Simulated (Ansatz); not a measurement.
# HF: the cost of one run

Method: DFT PBE, scalar-relativistic, plane waves, PAW, in Ansatz 0.2.0.

2 further runs of the same task are left out: 2 set aside as unsound or not needed.

## 1. Starting point

It takes space group P4/nmm (No. 129, tetragonal). The conventional cell has a = 3.148 Å, b = 3.148 Å, c = 3.978 Å, α = 90.00°, β = 90.00°, γ = 90.00°. H (site symmetry 4mm) is surrounded by 4 F at 1.83 Å. F (site symmetry -4m2) has 4 H at 1.83 Å as nearest neighbours.

Coordinates:

```xyz
4
Lattice="3.1484 0.0000 0.0000 0.0000 3.1484 0.0000 0.0000 0.0000 3.9783" Properties=species:S:1:pos:R:3 pbc="T T T"
H     0.0000    1.5742    0.9353
H     1.5742    0.0000    3.0430
F     0.0000    0.0000    0.0000
F     1.5742    1.5742    0.0000
```

(A quick probe on a coarse mesh, which set the mesh and smearing, is not shown.)

## 3. Rough relaxation on the coarse mesh

File input.yaml:

```yaml
crystal:
  lattice:
    - [3.1483949697, 0.0, 0.0]
    - [0.0, 3.1483949697, 0.0]
    - [0.0, 0.0, 3.9782708177]
  atoms:
    - { symbol: H, position: [0.0, 0.5, 0.2351] }
    - { symbol: H, position: [0.5, 0.0, 0.7649] }
    - { symbol: F, position: [0.0, 0.0, 0.0] }
    - { symbol: F, position: [0.5, 0.5, 0.0] }
basis:
  ecutwfc: 420
kpoints:
  mp_grid: { grid: [6, 6, 4] }
hamiltonian:
  xc: pbe
scf:
  occupations: { method: gaussian, width: 0.1 }
  lower_state_search: "off"
output:
  forces: true
  stress: true
  eigenvalues: true
relax:
  adjacent_minimum: "off"
  f_tol: 0.04
  max_steps: 70
  cell: { stress_tol: 0.4 }
```

On the command line:

```sh
$ ansatz run input.yaml --threads 1 --pin off --max-ram 2560MiB --backend cpu --events-out ev --progress --plain --runs-dir out
```

What time and memory should one allow on 1 thread of Arm Neoverse V1, shared host?

About 9.4 s, with a peak of 0.28 GiB.
